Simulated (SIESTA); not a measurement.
Nb:

```
CELL_PARAMETERS angstrom
-1.45459 1.60092 1.62730
1.61901 -1.98183 2.17263
1.21830 1.74554 -2.00821
ATOMIC_POSITIONS crystal
Nb 0.00000 0.00000 0.00000
```

This isn't the form of Nb at room conditions, which is bcc.

```yaml
Program: SIESTA 5.4.2
Task: relaxation of cell and atoms
Functional: PBE
Potentials_or_basis: PseudoDojo 0.4 standard (PBE files)
Basis: DZP (energy shift 0.003 Ry; two zetas on semicore shells)
Grid_cutoff: 800 Ry
Energy_shift: 0.003 Ry
k_mesh: 12 × 11 × 13
Occupations: fermi-dirac, width 0.05 eV
Spin: no spin polarisation
```

At the start: pressure 14.5 GPa; volume 17.70 Å³/atom.

Question: How do energy, volume and symmetry change on relaxing?

Answer: Over 15 steps the energy falls by 413.9 meV/atom and the volume is 18.28 Å³/atom (+3.3 %); space group R-3m (No. 166, to 0.05 Å).

Step by step:
```
step  energy change (eV)  largest force (eV/Å)  pressure (GPa)  volume (Å³)
   1              0.0000                0.0000           14.45        17.70
   2             -0.1648                0.0000           -0.59        18.95
   3             -0.2403                0.0000           -4.04        19.17
   4             -0.3437                0.0000           -3.88        18.91
   5             -0.3758                0.0000           -0.52        18.47
   6             -0.3895                0.0000           -0.89        18.47
   7             -0.4074                0.0000           -0.21        18.33
   8             -0.4113                0.0000            0.37        18.26
   9             -0.4128                0.0000            0.31        18.26
  10             -0.4132                0.0000            0.14        18.27
  11             -0.4135                0.0000           -0.09        18.29
  12             -0.4138                0.0000           -0.31        18.31
  13             -0.4139                0.0000           -0.19        18.30
  14             -0.4139                0.0000           -0.04        18.29
  15             -0.4139                0.0000            0.02        18.28
```

Final structure:
```yaml
crystal:
  lattice:
    - [-1.65650, 1.67237, 1.64662]
    - [1.67444, -1.69996, 1.67220]
    - [1.64514, 1.64647, -1.63230]
  atoms:
    - { symbol: Nb, position: [0.00000, 0.00000, 0.00000] }
```

Caveat: the basis of atomic orbitals isn't converged, which shifts pressures, moduli and gaps.
